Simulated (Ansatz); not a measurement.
# Tl (sc type): the cost of one run

Computed with Ansatz 0.2.0 (DFT PBE, with the methods named in each step, unless a step's input says otherwise).

### Step 1. Starting point

It takes space group Pm-3m (No. 221, cubic). The conventional cell has a = 3.240 Å, b = 3.240 Å, c = 3.240 Å, α = 90.00°, β = 90.00°, γ = 90.00°. Tl (site symmetry m-3m) is surrounded by 6 Tl at 3.24 Å.

Coordinates:

```
Tl
1.0
     3.23994    0.00000    0.00000
     0.00000    3.23994    0.00000
     0.00000    0.00000    3.23994
Tl
1
Direct
  0.00000 0.00000 0.00000
```

Whether this phase is the stable one at these pressures isn't tested.

### Step 2. Cell relaxed at zero pressure, PAW

Contents of input.yaml:

```yaml
crystal:
  lattice:
    - [3.2399382704, 0.0, 0.0]
    - [0.0, 3.2399382704, 0.0]
    - [0.0, 0.0, 3.2399382704]
  atoms:
    - { symbol: Tl, position: [0.0, 0.0, 0.0] }
kpoints:
  mp_grid: { grid: [12, 12, 12] }
scf:
  occupations: { method: fermi_dirac, width: 0.08 }
hamiltonian:
  xc: pbe
  pseudopotentials: { kind: paw }
output:
  forces: true
  stress: true
  write_density: true
  write_potential: true
  elf: true
  volumetric_format: npy
relax:
  f_tol: 0.005
  max_steps: 40
  cell: {}
```

Command:

```
ansatz run input.yaml --threads 1 --pin off --max-ram 2048MiB --backend cpu --events-out ev --progress --plain --runs-dir out
```

**Question.** How long does this run take on 1 thread of Arm Neoverse V1, shared host, and how much memory does it need?

About 7 s, with a peak of 0.31 GiB.
